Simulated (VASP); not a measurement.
Here is a VASP 6.6.1 calculation.

File POSCAR:

```
KBr
1.0
   -0.0000000000      3.3548133360      3.3548133360
    3.3548133360      0.0000000000      3.3548133360
    3.3548133360      3.3548133360      0.0000000000
  K               Br
     1     1
Direct
     0.0000000000000000    0.0000000000000000    0.0000000000000000
     0.5000000000000000    0.5000000000000000    0.5000000000000000
```

INCAR.step1

```
PREC = Accurate
ENCUT = 600
EDIFF = 1E-8
ISMEAR = 0
SIGMA = 0.03
LREAL = F
LASPH = T
NELM = 80
ALGO = Normal
ISIF = 3
LWAVE = F
LCHARG = F
GGA = PE
IBRION = 2
NSW = 40
EDIFFG = -0.002
```

The input INCAR.step2:

```
PREC = Accurate
ENCUT = 600
EDIFF = 1E-8
ISMEAR = 0
SIGMA = 0.03
LREAL = F
LASPH = T
NELM = 80
ALGO = Normal
ISIF = 3
LWAVE = F
LCHARG = F
GGA = PE
IBRION = 6
NFREE = 2
POTIM = 0.015
NSW = 1
```

The input KPOINTS:

```
Automatic mesh
0
Gamma
  8 8 8
```

Potentials or basis: VASP PAW PBE potentials, release 64 (K_sv, Br).

Run with:

```console
$ cat potpaw_PBE.64/K_sv/POTCAR potpaw_PBE.64/Br/POTCAR > POTCAR
$ cp INCAR.step1 INCAR
$ mpirun -np 1 vasp_std > vasp.out
$ cp CONTCAR POSCAR
$ cp INCAR.step2 INCAR
$ mpirun -np 1 vasp_std > vasp.out
```

Problem. Estimate the elastic constants C11, C12, C44.

Solution. 31, 5, 5 GPa.

Problem. What does it give for the Voigt bulk modulus?

Solution. 14 GPa.

Problem. Estimate the highest phonon frequency at Γ, LO-TO splitting left out.

Solution. 100 cm⁻¹.

Clamped-ion elastic tensor (GPa):
```
31  5  5  0  0  0
 5 31  5  0  0  0
 5  5 31  0  0  0
 0  0  0  5  0  0
 0  0  0  0  5  0
 0  0  0  0  0  5
```
